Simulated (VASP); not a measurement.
Runs of VASP 6.6.1 on Zn3N2. Symmetry: Ia-3, No. 206, cubic system. The conventional cell has a = 9.700 Å, b = 9.700 Å, c = 9.700 Å, α = 90.00°, β = 90.00°, γ = 90.00°. Zn (site symmetry 1) has 4 N at 1.99 to 2.28 Å as nearest neighbours. N (site symmetry 2) has 6 Zn at 1.99 to 2.28 Å as nearest neighbours. Around N (site symmetry -3) lie 6 Zn at 2.11 Å. The cell comes from a database or a generator and needn't be the stable form of this composition.

| task | level | potentials or basis | cell | cutoff (eV) | gap on the mesh (eV) | pressure (GPa) | largest force (eV/Å) |
| --- | --- | --- | --- | --- | --- | --- | --- |
| relaxation of cell and atoms | PBEsol | VASP PAW PBE potentials, release 64 (Zn, N) | relaxed | 600 | (a) | 0.0 | - |
| band structure | LDA | VASP PAW LDA potentials, release 64 (Zn, N) | as given | 520 | - | (b) | 0.07 |
| band structure | TB-mBJ | VASP PAW PBE potentials, release 64 (Zn, N) | as given | 520 | 0.83 | - | - |
| band structure | PBE | VASP PAW PBE potentials, release 64 (Zn, N) | as given | 520 | - | 6.9 | 0.03 |

Alike in all rows: no spin polarisation; k mesh 4 × 4 × 4; smearing gaussian 0.03 eV.

Question: Fill in the values left out.

Answer: (a) none; (b) -5.1.

Caveats: the PAW data sets were made with another functional, which shifts forces and pressure a little (some runs).

